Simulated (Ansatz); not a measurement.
# BN (F-43m) in Ansatz: settings compared, part 2 of 2

Ansatz 0.2.0. The steps go on from the part before.

**3. Elastic constants, LDA**

File input.yaml:

```yaml
crystal:
  lattice:
    - [0.0, 1.813001, 1.813001]
    - [1.813001, 0.0, 1.813001]
    - [1.813001, 1.813001, 0.0]
  atoms:
    - { symbol: "N", position: [0.25, 0.25, 0.25] }
    - { symbol: B, position: [0.0, 0.0, 0.0] }
kpoints:
  mp_grid: { grid: [10, 10, 10] }
scf:
  occupations: { method: fermi_dirac, width: 0.05 }
hamiltonian:
  xc: lda
  pseudopotentials: { kind: all_electron, lapw: { basis_error: 0.001 } }
output:
  forces: true
  stress: true
elastic:
  mode: clamped_ion
  stencil: two_point
```

Potentials or basis: all-electron LAPW, scalar-relativistic.

Started as:

```console
$ ansatz run input.yaml --threads 1 --pin off --max-ram 3072MiB --backend cpu --events-out ev --progress --plain --runs-dir out
```

Log:

```text
Warning: RAYON_NUM_THREADS=1 ignored (pool sized by the plan → 1); use --threads N
LAPW: plane waves up to 11.181 Å⁻¹, error target 1.0e-3 eV per atom; small_component_spin mean_spin; B in spheres of 0.719 Å, 5 of its electrons in bands, Dirac shells []; N in spheres of 0.804 Å, 7 of its electrons in bands, Dirac shells [] (how accurate: hamiltonian.pseudopotentials.lapw.basis_error, Limitations)
Engine: ansatz 0.2.0, aarch64-unknown-linux-gnu
Pseudopotentials: kind: all_electron
Pseudopotential: N, LAPW, valence charge 7, lapw/all_electron/scalar/gaussian/N, Koelling and Harmon's equation, gaussian nucleus
Pseudopotential: B, LAPW, valence charge 5, lapw/all_electron/scalar/gaussian/B, Koelling and Harmon's equation, gaussian nucleus
Functional definition: SPW92
  exchange = slater_x
  correlation = pw_c
Crystal: 2 atoms, lattice volume = 11.919 Å³
Basis set: ecut = 476.3003085152134 eV, 283 PW (Γ), exchange–correlation at level 2
Bands: 10, of which v1, the nominal top of the filled ones, is band 6 counted from 1 (5 counted from 0)
Symmetry: 24 space group operations
Space group: F-43m (ITA 216), of the structure as read, at distance tolerance 2.3e-5 Å
k-points: 47 of 1000 (time reversal used)
Non-local potential: N, projectors of the file, none
Non-local potential: B, projectors of the file, none
Initial density: superposition of atomic densities (chi_scale 0.1, normalization cell, long waves kept (reshape's long-wave potential 0.00 eV rms))
Initial wavefunctions: plane waves of lowest kinetic energy (no species holds an atomic orbital)
Functional: x = slater, c = lda
iter 1 solved again at ethr=1.92e-2 eV; its pass at ethr=1.00e-1 eV (dr2=2.30e0 eV) is discarded
SCF iter   1: F=—  HF=-2153.997013 eV  |F-HF|=—  |Δ(HF+E_count)|=         —  Δρ=1.55e-1  dr2=2.30e0  ethr=1.92e-2  ⟨swp⟩=2.0  Hψ=3356  notcnv=0
preconditioner: auto → none  [insulator: Δε(μ)=6.110 eV  Ē_g=20.239 eV  σ=0.050 eV  W_gap=1.00  n_scr=0 (ndim 8)  ℏωp=30.4 eV  f_vac=0.000  D(μ)=0.00/eV (n_scr^D=0)  ε∞_Penn≈3.3]
SCF iter   2: F=—  HF=-2153.059440 eV  |F-HF|=—  |Δ(HF+E_count)|=   9.38e-1  Δρ=5.50e-2  dr2=2.35e-1  ethr=1.92e-2  ⟨swp⟩=2.7  Hψ=1502  notcnv=0
SCF iter   3: F=—  HF=-2152.953162 eV  |F-HF|=—  |Δ(HF+E_count)|=   1.06e-1  Δρ=2.37e-2  dr2=4.63e-2  ethr=1.96e-3  ⟨swp⟩=2.4  Hψ=1431  notcnv=0
iter 4 solved again at ethr=3.15e-5 eV; its pass at ethr=3.86e-4 eV (dr2=3.78e-3 eV) is discarded
SCF iter   4: F=—  HF=-2152.939135 eV  |F-HF|=—  |Δ(HF+E_count)|=   1.40e-2  Δρ=6.80e-3  dr2=3.78e-3  ethr=3.15e-5  ⟨swp⟩=2.0  Hψ=2325  notcnv=0
SCF iter   5: F=—  HF=-2152.938037 eV  |F-HF|=—  |Δ(HF+E_count)|=   1.10e-3  Δρ=9.21e-4  dr2=6.65e-5  ethr=3.15e-5  ⟨swp⟩=2.3  Hψ=1239  notcnv=0
SCF iter   6: F=—  HF=-2152.938021 eV  |F-HF|=—  |Δ(HF+E_count)|=   1.61e-5  Δρ=5.50e-5  dr2=2.41e-7  ethr=5.54e-7  ⟨swp⟩=2.3  Hψ=1221  notcnv=0
SCF iter   7: F=—  HF=-2152.938021 eV  |F-HF|=—  |Δ(HF+E_count)|=   2.61e-8  Δρ=2.33e-6  dr2=3.96e-10  ethr=2.01e-9  ⟨swp⟩=2.9  Hψ=1271  notcnv=0
SCF iter   8: F=—  HF=-2152.938021 eV  |F-HF|=—  |Δ(HF+E_count)|=  1.40e-10  Δρ=7.03e-8  dr2=2.43e-13  ethr=3.30e-12  ⟨swp⟩=2.9  Hψ=1300  notcnv=0
SCF iter   9: F=-2152.938021 eV  HF=-2152.938021 eV  |F-HF|=0.00e0  |Δ(HF+E_count)|=  2.27e-12  Δρ=4.10e-9  dr2=1.08e-15  ethr=2.08e-12 (applied; sched 1.00e-12)  ⟨swp⟩=2.0  Hψ=1180  notcnv=0
SCF 1 converged in 9 iterations: F = -2152.938021 eV  dr2 = 1.08e-15
Crystal: 2 atoms, lattice volume = 11.895 Å³
Basis set: ecut = 476.9364359235003 eV, 283 PW (Γ), exchange–correlation at level 2
Symmetry: 8 space group operations
k-points: 102 of 1000 (time reversal used)
Initial density: handed on by an earlier stage of this run
Initial wavefunctions: plane waves of lowest kinetic energy (no species holds an atomic orbital; no wavefunctions were taken with the density)
iter 1 solved again at ethr=4.67e-8 eV; its pass at ethr=1.00e-1 eV (dr2=5.60e-6 eV) is discarded
SCF iter   1: F=—  HF=-2152.940008 eV  |F-HF|=—  |Δ(HF+E_count)|=         —  Δρ=2.81e-4  dr2=6.80e-6  ethr=4.67e-8  ⟨swp⟩=5.6  Hψ=9687  notcnv=0
preconditioner: auto → none  [insulator: Δε(μ)=4.310 eV  Ē_g=19.740 eV  σ=0.050 eV  W_gap=1.00  n_scr=0 (ndim 8)  ℏωp=30.5 eV  f_vac=0.000  D(μ)=0.00/eV (n_scr^D=0)  ε∞_Penn≈3.4]
[... 35 lines left out ...]
SCF iter   1: F=—  HF=-2152.937964 eV  |F-HF|=—  |Δ(HF+E_count)|=         —  Δρ=4.21e-4  dr2=1.37e-5  ethr=1.30e-7  ⟨swp⟩=5.0  Hψ=15718  notcnv=0
SCF iter   2: F=—  HF=-2152.937958 eV  |F-HF|=—  |Δ(HF+E_count)|=   6.44e-6  Δρ=1.60e-4  dr2=1.74e-6  ethr=1.14e-7  ⟨swp⟩=2.0  Hψ=4311  notcnv=0
iter 3 solved again at ethr=5.35e-11 eV; its pass at ethr=1.45e-8 eV (dr2=6.42e-9 eV) is discarded
SCF iter   3: F=—  HF=-2152.937957 eV  |F-HF|=—  |Δ(HF+E_count)|=   8.11e-7  Δρ=1.44e-5  dr2=6.30e-9  ethr=5.35e-11  ⟨swp⟩=3.0  Hψ=8275  notcnv=0
SCF iter   4: F=—  HF=-2152.937957 eV  |F-HF|=—  |Δ(HF+E_count)|=   1.50e-9  Δρ=2.10e-6  dr2=1.48e-10  ethr=5.25e-11  ⟨swp⟩=2.0  Hψ=4311  notcnv=0
SCF iter   5: F=—  HF=-2152.937957 eV  |F-HF|=—  |Δ(HF+E_count)|=  8.32e-11  Δρ=7.53e-7  dr2=5.16e-11  ethr=2.08e-12 (applied; sched 1.24e-12)  ⟨swp⟩=2.3  Hψ=4440  notcnv=0
SCF iter   6: F=—  HF=-2152.937957 eV  |F-HF|=—  |Δ(HF+E_count)|=  3.05e-11  Δρ=1.30e-7  dr2=7.09e-13  ethr=2.08e-12 (applied; sched 1.00e-12)  ⟨swp⟩=2.0  Hψ=4321  notcnv=0
SCF iter   7: F=-2152.937957 eV  HF=-2152.937957 eV  |F-HF|=9.09e-13  |Δ(HF+E_count)|=  9.09e-13  Δρ=9.29e-9  dr2=2.92e-15  ethr=2.08e-12 (applied; sched 1.00e-12)  ⟨swp⟩=2.0  Hψ=4311  notcnv=0
SCF 5 converged in 7 iterations: F = -2152.937957 eV  dr2 = 2.92e-15
SCF converged after 9 iterations
Free energy (F): -2152.938021 eV
Harris-Foulkes:  -2152.938021 eV  (|F-HF|=0.00e0)
Internal energy: -2152.938021 eV  (E = F + TS)
E sigma→0 (E₀):  -2152.938021 eV
Fermi energy:    13.233636 eV
--- Per-component energies (eV) ---
  E_band       = -1013.679978
  E_kinetic    = 2137.739275
  E_xc         = -283.175881
  E_electrostatic = -4007.501415  (all electrons and nuclei)
  E_smearing   = -0.000000  (= −TS)
  E_closure    = 0.000000  (closes the sum)
  E_atoms      = -2133.513677  (free atoms, spherical and without spin; not in F)
  Σ components = -2152.938021   (vs F -2152.938021, Δ=0.00e0)
  Basis errors (estimates in eV, not in F): energy 5.1e-4 per atom: plane waves 4.9e-4 (3.1e-4 summed), levels above the bands 4.9e-137, relativity 7.7e-9, radial functions 1.7e-5, core shells 0.0e0; eigenvalues (radial functions only) 3.3e-6; not estimated: angular momenta, meshes, grids; target (lapw.basis_error) 1.0e-3; muffin-tin radii B 0.719 Å, N 0.804 Å
--- Forces (eV/Å), atoms counted from 1 ---
  atom   1  N     -0.00000000     0.00000000     0.00000000
  atom   2  B      0.00000000     0.00000000    -0.00000000
  max |Σ_I F_I| component: 2.08e-17 eV/Å
--- Stress (GPa, compression-positive) ---
      -14.094405      -0.000000       0.000000
       -0.000000     -14.094405       0.000000
        0.000000       0.000000     -14.094405
  P = ⅓ Tr σ = -14.0944 GPa (-140.944 kbar)
--- Band table (eV; the first three rows and the last of 47) ---
  k-point 0: bands = ["-360.6896", "-159.2854", "-8.9060", "11.0615", "11.0615", "11.0615", "19.7087", "19.7087", "19.7087", "21.3442"]
  k-point 1: bands = ["-360.6896", "-159.2853", "-8.6640", "9.8088", "10.8081", "10.8081", "19.9938", "20.0887", "20.0887", "22.1048"]
  k-point 2: bands = ["-360.6896", "-159.2853", "-7.9511", "7.1235", "10.2396", "10.2396", "20.4012", "20.8751", "20.8751", "23.6897"]
  k-point 46: bands = ["-360.6896", "-159.2852", "-3.0163", "3.2530", "4.5092", "4.6977", "19.6489", "23.8824", "24.9703", "26.8244"]
--- Elastic constants: 2 strain directions × 2 members + reference (group order 24) ---
  dense FFT box of the reference and of every strained cell: 20×20×20
  strains applied: 11, 23; error gains: componentwise 1.00 (the most a stress slope's error grows in a printed constant), spectral 1.73 (1 for all six strains in a standard setting)
  C = ∂σ_k/∂η_j (tension-positive GPa; Voigt order 11 22 33 23 13 12):
       757.981    146.147    146.147      0.000      0.000     -0.000
       146.147    757.981    146.147      0.000      0.000      0.000
       146.147    146.147    757.981      0.000      0.000     -0.000
        -0.000      0.000      0.000    435.218     -0.000     -0.000
        -0.000     -0.000     -0.000     -0.000    435.218     -0.000
        -0.000      0.000     -0.000      0.000     -0.000    435.218
  reference stress σ⁰ (GPa):     14.094     14.094     14.094     -0.000     -0.000      0.000
  no Pulay correction (none for the plane-wave cutoff is built on LAPW): the batch's stresses and constants are at fixed plane waves
  C* (energy form; C + prestress term) asymmetry max|C*_kj − C*_jk| = 5.684e-14 GPa — a small one proves nothing (zero by symmetry where the batch's group is 432, −43m or m−3m); a large one is finite-difference/SCF noise where every solve meets its electron count
  moduli (Voigt/Reuss/Hill, GPa): K = 350.09/350.09/350.09   G = 383.50/372.28/377.89   E = 833.70   ν = 0.103
  mechanically stable: yes (min eigenvalue of sym C = 435.22 GPa)
  where every solve meets its electron count the energy-path curvature estimates C_jj along a normal strain and C_jj − ¼(σ⁰_aa + σ⁰_bb) along a shear (ab), closely only under elastic.basis: deformed
  strain η (Voigt 11):  stress-route row diagonal C_11 = 757.98 GPa, energy-path curvature d²(F+E_count)/dδ²/Ω₀ = 757.99 GPa
         δ    σ_11 (GPa)             F (eV)   n_scf  n_hpsi   n_pw
    -2.000e-3      12.5750       -2152.9400048       6   25229    292
     2.000e-3      15.6069       -2152.9358112       6   25003    292
  strain η (Voigt 23):  stress-route row diagonal C_44 = 435.22 GPa, energy-path curvature d²(F+E_count)/dδ²/Ω₀ = 428.18 GPa
         δ    σ_23 (GPa)             F (eV)   n_scf  n_hpsi   n_pw
    -2.000e-3      -0.8704       -2152.9379571       7   46576    292
     2.000e-3       0.8704       -2152.9379571       7   46527    292
```

elastic.tsv:

```text
# convention: tension-positive GPa; Voigt order 11 22 33 23 13 12; engineering shear strains; stresses and constants hold the Pulay correction, whose part of sigma0, of c and of each member's stress the lines and columns named pulay_correction_..._gpa give (of c_energy it is that of c and, on the columns of strains 1 to 3, that of sigma0; of a layer's constants it is that of c in the plane, times a tenth of its plane spacing in ang); where a line pulay_correction_withheld stands none holds it
[... 15 lines left out ...]
6	-1.7705752831e-29	1.9283489887e-29	-1.4012984643e-45	5.9557580084e-46	-4.1101780644e-19	4.3521750404e2	9.2644447322e-17	9.2644447322e-17	9.2644447322e-17	5.9557580084e-46	-4.1101780644e-19	4.3521750404e2	nan	nan	nan	nan	nan	nan
```

Wall time 55 s (1 thread of Arm Neoverse V1, shared host); peak memory 0.33 GiB.

Results:

```
Free energy                                 : -2152.9380 eV
Pressure                                    : -14.1 GPa
Band gap on the k mesh                      : 4.34 eV, indirect (least direct gap 8.65 eV)
Clamped-ion elastic constants C11, C12, C44 : 758, 146, 435 GPa
Voigt bulk modulus                          : 350 GPa
```

Elastic tensor in Voigt notation (GPa, ions clamped, in the Cartesian axes of the cell as first typed):
```
758 146 146   0   0   0
146 758 146   0   0   0
146 146 758   0   0   0
  0   0   0 435   0   0
  0   0   0   0 435   0
  0   0   0   0   0 435
```

Caveat: the cell is more than 3 GPa from zero pressure, which shifts response properties.

**4. Elastic constants, PBE**

input.yaml: that of step 3 with these lines changed.

```diff
@@ -13,3 +13,3 @@
 hamiltonian:
-  xc: lda
+  xc: pbe
   pseudopotentials: { kind: all_electron, lapw: { basis_error: 0.001 } }
```

Started as:

```console
$ ansatz run input.yaml --threads 1 --pin off --max-ram 3072MiB --backend cpu --events-out ev --progress --plain --runs-dir out
```

Wall time 55 s (1 thread of Arm Neoverse V1, shared host); peak memory 0.33 GiB.

The run converged. Its results:

- Free energy: -2168.6899 eV
- Pressure: -0.4 GPa
- Band gap on the k mesh: 4.46 eV, indirect (least direct gap 8.78 eV)
- Clamped-ion elastic constants C11, C12, C44: 778, 167, 442 GPa
- Voigt bulk modulus: 370 GPa

Levels at points of the mesh, in eV from the valence-band top:
```
             k point  band 3  band 4  band 5  band 6  band 7  band 8  band 9  band 10
  (0.00, 0.00, 0.00)  -20.13    0.00    0.00    0.00    8.78    8.78    8.78    10.21
 (0.00, 0.00, -0.50)  -15.95  -10.61   -1.92   -1.92   10.03   10.66   10.66    15.17
(0.00, -0.50, -0.50)  -14.60   -8.86   -4.86   -4.86    4.46    9.18   17.79    17.79
```

Elastic tensor in Voigt notation (GPa, ions clamped, in the Cartesian axes of the cell as first typed):
```
778 167 167   0   0   0
167 778 167   0   0   0
167 167 778   0   0   0
  0   0   0 442   0   0
  0   0   0   0 442   0
  0   0   0   0   0 442
```

**5. Summary**

| task | level | spin | cutoff (eV) | smearing | gap on the mesh (eV) | pressure (GPa) |
| --- | --- | --- | --- | --- | --- | --- |
| band structure | LDA | non-collinear, ferromagnetic start | 448 | gaussian 0.1 eV | 4.34 | -14.1 |
| elastic constants | LDA | off | 476 | fermi-dirac 0.05 eV | 4.34 | -14.1 |
| elastic constants | PBE | off | 474 | fermi-dirac 0.05 eV | 4.46 | -0.4 |

Alike in all rows: potentials or basis all-electron LAPW, scalar-relativistic; cell as given; k mesh 10 × 10 × 10; basis error allowed 0.001 eV/atom.

On the cell as given the gap runs from 4.34 eV (LDA) to 4.46 eV (PBE). The pressure there spans -14.1 GPa (LDA) to -0.4 GPa (PBE); a positive pressure means that this level wants a larger cell, a negative one a smaller.

Caveats: the starting moments weren't kept (some runs); the cell is more than 3 GPa from zero pressure, which shifts response properties (some runs).

Compare energies only between runs with the same functional and basis.

**6. Against experiment**

Step 2. Against the measured gap of BN, 6.4 eV (indirect; 300 K; a printed reference work, monograph), the calculated 4.34 eV is off by -2.06 eV. The value is that of LDA, without temperature or zero-point motion. Semilocal functionals fall short of measured gaps as a rule. The cell is a database's relaxed one, not the measured one, which moves gaps too.

Step 3. Against the measured gap of BN, 6.4 eV (indirect; 300 K; a printed reference work, monograph), the calculated 4.34 eV is off by -2.06 eV. The value is that of LDA on a finite k mesh, which can miss the band edges, without temperature or zero-point motion. Semilocal functionals fall short of measured gaps as a rule. The cell is a database's relaxed one, not the measured one, which moves gaps too.

Step 4. A measured gap of BN is 6.4 eV (indirect; 300 K; a printed reference work, monograph); the calculated 4.46 eV misses it by -1.94 eV. The value is that of PBE on a finite k mesh, which can miss the band edges, without temperature or zero-point motion. Semilocal functionals fall short of measured gaps as a rule. The cell is a database's relaxed one, not the measured one, which moves gaps too.
